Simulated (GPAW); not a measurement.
Input of a GPAW 26.7.0 run:

File run.py:

```python
from ase.dft.bandgap import bandgap
from ase.io import read, write
from ase.units import GPa
from gpaw import GPAW, PW

atoms = read('Li2O.xyz')

calc = GPAW(mode=PW(600),
            xc='PBE',
            kpts={'size': (8, 8, 8), 'gamma': True},
            occupations={'name': 'fermi-dirac', 'width': 0.05},
            nbands=12,
            maxiter=120,
            txt='gpaw.txt')
atoms.calc = calc
energy = atoms.get_potential_energy()
forces = atoms.get_forces()
stress = atoms.get_stress()
calc.write('gs.gpw')
write('result.traj', atoms)
print(f'Energy: {energy:.6f} eV')
print('Forces (eV/A):')
print(forces.round(4))
print('Stress (GPa):', (stress / GPa).round(3))
print('Fermi level:', round(calc.get_fermi_level(), 4), 'eV')
print(f'Gap: {bandgap(calc)[0]:.4f} eV, direct: {bandgap(calc, direct=True)[0]:.4f} eV')
```

The input Li2O.xyz:

```xyz
3
Lattice="0.0000000000 2.3268543819 2.3268543819 2.3268543819 0.0000000000 2.3268543819 2.3268543819 2.3268543819 0.0000000000" Properties=species:S:1:pos:R:3 pbc="T T T"
O      0.0000000000      0.0000000000      0.0000000000
Li     1.1634271910      1.1634271910      1.1634271910
Li     3.4902815728      3.4902815728      3.4902815728
```

Potentials or basis: GPAW PAW data sets (gpaw-data 1.2.1), pw.

The run is started by

```bash
$ OMP_NUM_THREADS=1 python run.py
```

What does it give for the band gap on the k mesh?

4.93 eV, indirect (least direct gap 5.09 eV).

What does it give for the pressure?

-2.4 GPa.

Caveat: the cutoff is short for stress and forces, so pressures can be off by a GPa or more. A k mesh can miss the band edges.
